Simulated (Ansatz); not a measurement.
Response of Li to small distortions

```
CELL_PARAMETERS angstrom
-1.75000 1.75000 1.75000
1.75000 -1.75000 1.75000
1.75000 1.75000 -1.75000
ATOMIC_POSITIONS crystal
Li 0.00000 0.00000 0.00000
```

The conventional cell has a = 3.500 Å, b = 3.500 Å, c = 3.500 Å, α = 90.00°, β = 90.00°, γ = 90.00°. Li (atom 1) is surrounded by 8 Li at 3.03 Å.

Structure: COD 9011628, as refined from experiment and not relaxed.

The calculation used DFT, PBE, all-electron LAPW, scalar-relativistic in Ansatz 0.2.0.

Sampling and basis: a Γ-centred 13×13×13 k mesh, Fermi–Dirac smearing of 0.05 eV, basis error target 0.25 meV/atom, no spin polarisation.

The unchanged cell is at -0.73 GPa, so energy changes include a term −P ΔV where the volume moves.

In a metal, stresses and small energies carry noise from the k mesh.

x, y and z are the Cartesian axes of the cell as listed; fractional coordinates follow a strain, and an engineering shear is twice the off-diagonal strain component.

With equal xy, yz and zx engineering shear strains of +4 %: energy change +3 meV/atom; stress change (xx, yy, zz, yz, xz, xy) 0.01, 0.01, 0.01, -0.33, -0.33, -0.33 GPa, compression positive.

With z strained by -3 % at fixed volume: energy change under 1 meV/atom; stress change (xx, yy, zz, yz, xz, xy) -0.06, -0.06, 0.13, 0.00, 0.00, 0.00 GPa, compression positive.
